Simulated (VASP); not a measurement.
# BaS: single point with PBE

**The experiment to reproduce.**

From a printed reference work, monograph, original work of 1988, for a bulk crystal of BaS at 2 K: band gap 3.806 eV (indirect).

Crystal: BaS.

```
Ba S
1.0
     0.00000    3.27468    3.27468
     3.27468    0.00000    3.27468
     3.27468    3.27468    0.00000
Ba S
1 1
Direct
  0.00000 0.00000 0.00000
  0.50000 0.50000 0.50000
```

* Program: VASP 6.6.1
* Task: single point
* Functional: PBE
* Potentials or basis: VASP PAW PBE potentials, release 64 (Ba_sv, S)
* Cutoff: 500 eV
* k mesh: 4 × 4 × 4
* Occupations: gaussian, width 0.01 eV
* Spin: no spin polarisation

The pressure is -1.6 GPa and the band gap on the k mesh is 2.21 eV, indirect (least direct gap 2.38 eV).

Levels at points of the mesh, in eV from the valence-band top:
| k point | band 5 | band 6 | band 7 | band 8 | band 9 | band 10 | band 11 | band 12 |
| --- | --- | --- | --- | --- | --- | --- | --- | --- |
| (0.00, 0.00, 0.00) | -10.25 | 0.00 | 0.00 | 0.00 | 3.24 | 3.84 | 3.84 | 3.84 |
| (0.50, 0.00, 0.00) | -9.32 | -1.78 | -0.95 | -0.95 | 5.28 | 5.45 | 6.01 | 6.01 |
| (0.50, 0.50, 0.00) | -10.15 | -0.59 | -0.17 | -0.17 | 2.21 | 5.58 | 5.73 | 7.08 |

It took 21 s on 1 thread of Intel Xeon 8259CL (shared host), peak memory 0.2 GiB.

Against the measured gap of BaS, 3.806 eV (indirect; 2 K; a printed reference work, monograph, original work of 1988), the calculated 2.21 eV is off by -1.59 eV. Spin-orbit coupling on Ba is left out. The value is that of PBE on a finite k mesh, which can miss the band edges, without temperature or zero-point motion. Semilocal functionals fall short of measured gaps as a rule.

Caveat: spin-orbit coupling is left out, which moves the levels of the heavy elements.
